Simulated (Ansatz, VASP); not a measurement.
## One calculation of Ni, two programs

Contents of INCAR:

```
  PREC = Accurate
  ENCUT = 520
  EDIFF = 1E-6
  ISMEAR = 0
  SIGMA = 0.1
  LREAL = False
  LASPH = True
  NELM = 150
  ALGO = Fast
  ISIF = 2
  LWAVE = False
  LCHARG = False
  ISPIN = 2
  MAGMOM = 2 2
  LORBIT = 11
  LMAXMIX = 4
  GGA = PE
  NBANDS = 21
```

KPOINTS

```
Automatic mesh
0
Gamma
  6 6 6
```

File POSCAR:

```
Ni
1.0
    0.0000000000      2.2962173274      2.2962173274
    2.2962173274      0.0000000000      2.2962173274
    2.2962173274      2.2962173274      0.0000000000
Ni
2
Direct
    0.5000000000      0.5000000000      0.5000000000
    0.7500000000      0.7500000000      0.7500000000
```

Input for Ansatz:

```yaml
crystal:
  lattice:
    - [0.0, 2.2962173274, 2.2962173274]
    - [2.2962173274, 0.0, 2.2962173274]
    - [2.2962173274, 2.2962173274, 0.0]
  atoms:
    - { symbol: Ni, position: [0.5, 0.5, 0.5], spin: 2.0 }
    - { symbol: Ni, position: [0.75, 0.75, 0.75], spin: 2.0 }
basis:
  ecutwfc: 420
kpoints:
  mp_grid: { grid: [6, 6, 6] }
hamiltonian:
  xc: pbe
scf:
  occupations: { method: gaussian, width: 0.1 }
  lower_state_search: "off"
output:
  forces: true
  stress: true
  eigenvalues: true
  populations: true
magnetization:
  spin_polarized: true
```

Alike in both runs: task single point; functional PBE; k mesh 6 × 6 × 6; occupations gaussian, width 0.1 eV; collinear spin.

|  | VASP | Ansatz |
| --- | --- | --- |
| version | VASP 6.6.1 | Ansatz 0.2.0 |
| potentials or method | VASP PAW PBE potentials, release 64 (Ni) | scalar-relativistic, plane waves, PAW |
| plane-wave cutoff (eV) | 520 | 420 |
| valence electrons in the cell | 20 | 36 |

```csv
,VASP,Ansatz,Ansatz less VASP
gap on the k mesh at the Fermi level (eV),none,none,-
net moment per atom (μB),0.72,0.73,+0.013
size of the moment on the site where the two differ most (μB),0.70,0.74,+0.044
```

Site moments also hang on the region over which each program counts them. A gap of «none» marks a metal or a gap that the smearing closes. The functional is the same, so the differences come from potentials, cutoffs and numerics. The two sets of potentials don't hold the same shells in valence.

Caveats: the k mesh is coarse (spacing up to 0.39 Å⁻¹), so the values aren't converged.
